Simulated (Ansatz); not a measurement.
The calculation used DFT PBE, scalar-relativistic, plane waves, PAW (Ansatz). Several structures of MgSi₂N₂ were relaxed, and the powder pattern of one of them was computed from 10° to 70° in 2θ (λ = 1.5406 Å; lines under 1 % are left out).

Cu Kα1 powder pattern (kinematic, no thermal factors).
| 2θ (°) | relative intensity |
| --- | --- |
| 16.32 | 55 |
| 21.86 | 29 |
| 27.40 | 40 |
| 28.83 | 27 |
| 32.98 | 21 |
| 33.30 | 100 |
| 39.91 | 2 |
| 42.92 | 19 |
| 44.36 | 3 |
| 46.21 | 7 |
| 47.76 | 23 |
| 50.39 | 1 |
| 54.83 | 17 |
| 55.17 | 62 |
| 55.55 | 7 |
| 56.54 | 5 |
| 57.61 | 3 |
| 59.10 | 15 |
| 59.73 | 2 |
| 62.36 | 7 |
| 65.49 | 7 |
| 66.14 | 2 |
| 68.30 | 3 |
| 69.17 | 8 |
| 69.33 | 6 |
| 69.51 | 8 |

**Question.** Which structure gives it?
A.

Space group P6/mmm (No. 191). a = 4.604 Å, b = 4.604 Å, c = 3.426 Å, α = 90.00°, β = 90.00°, γ = 120.00°
```json
{"atom": "Mg", "site": "1a", "symmetry": "6/mmm", "x": "0.0000", "y": "0.0000", "z": "0.0000"}
{"atom": "Si", "site": "2d", "symmetry": "-6m2", "x": "0.3333", "y": "0.6667", "z": "0.5000"}
{"atom": "N", "site": "2c", "symmetry": "-6m2", "x": "0.3333", "y": "0.6667", "z": "0.0000"}
```

B.

Space group Immm (No. 71). a = 2.637 Å, b = 5.704 Å, c = 8.592 Å, α = 90.00°, β = 90.00°, γ = 90.00°
| atom | site | symmetry | x | y | z |
| --- | --- | --- | --- | --- | --- |
| Mg | 2a | mmm | 0.0000 | 0.0000 | 0.0000 |
| Si | 4j | mm2 | 0.0000 | 0.5000 | 0.1345 |
| N | 4h | m2m | 0.5000 | 0.7040 | 0.0000 |

C.

Space group Cmmm (No. 65). a = 3.346 Å, b = 8.126 Å, c = 5.428 Å, α = 90.00°, β = 90.00°, γ = 90.00°
```json
{"atom": "Mg", "site": "2c", "symmetry": "mmm", "x": "0.5000", "y": "0.0000", "z": "0.5000"}
{"atom": "Si", "site": "4i", "symmetry": "m2m", "x": "0.5000", "y": "0.3501", "z": "0.0000"}
{"atom": "N", "site": "4k", "symmetry": "mm2", "x": "0.0000", "y": "0.0000", "z": "0.2401"}
```

D.

Space group I4/mmm (No. 139). a = 3.841 Å, b = 3.841 Å, c = 8.966 Å, α = 90.00°, β = 90.00°, γ = 90.00°
| atom | site | symmetry | x | y | z |
| --- | --- | --- | --- | --- | --- |
| Mg | 2a | 4/mmm | 0.0000 | 0.0000 | 0.0000 |
| Si | 4d | -4m2 | 0.0000 | 0.5000 | 0.2500 |
| N | 4e | 4mm | 0.0000 | 0.0000 | 0.2449 |

**Answer.** C. Its strongest line, at 2θ = 33.30°, has d = λ/(2 sin θ) = 2.688 Å and is the (1 1 1) reflection of the conventional Cmmm cell with a = 3.346 Å, b = 8.126 Å, c = 5.428 Å. The others have their strongest lines at 39.1° (A); 48.1° (B); 19.8° (D).

The cells needn't be stable.
